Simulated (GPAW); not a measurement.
**Hf in GPAW: the effect of target pressure**

Crystal: Hf.

```
Hf
1.0
     3.19670    0.00000    0.00000
    -1.59835    2.76842    0.00000
     0.00000    0.00000    5.05780
Hf
2
Direct
  0.66667 0.33333 0.75000
  0.33333 0.66667 0.25000
```

Alike in all runs:

- Program: GPAW 26.7.0
- Task: relaxation of cell and atoms
- Functional: PBEsol
- Potentials or basis: PAW data sets generated in the run's folder for this functional
- Cutoff: 600 eV
- Basis: pw
- k mesh: 7 × 7 × 4
- Occupations: fermi-dirac, width 0.05 eV
- Spin: no spin polarisation

Each run relaxes the cell or the atoms first.

```tsv
target pressure	target pressure	relaxed volume (Å³/atom)
0 GPa	-	21.76
2 GPa	2 GPa	21.41
5 GPa	5 GPa	?
10 GPa	10 GPa	20.16
20 GPa	20 GPa	18.92
30 GPa	30 GPa	17.95
```

Question: What does the run with target pressure 5 GPa give?

Answer: Relaxed volume 20.91 Å³/atom.

Worked out: In Murnaghan's law V^(-B') rises as a straight line in P. The other rows fit best with B' = 2.9, V0 = 21.77 Å³/atom and B0 = 116 GPa, which gives 20.90 Å³/atom at 5 GPa, against the run's 20.91.

Caveats: later steps reuse the first step's grids; the volume moved by over 15 % at a fixed basis, so the end points are rough (some runs).
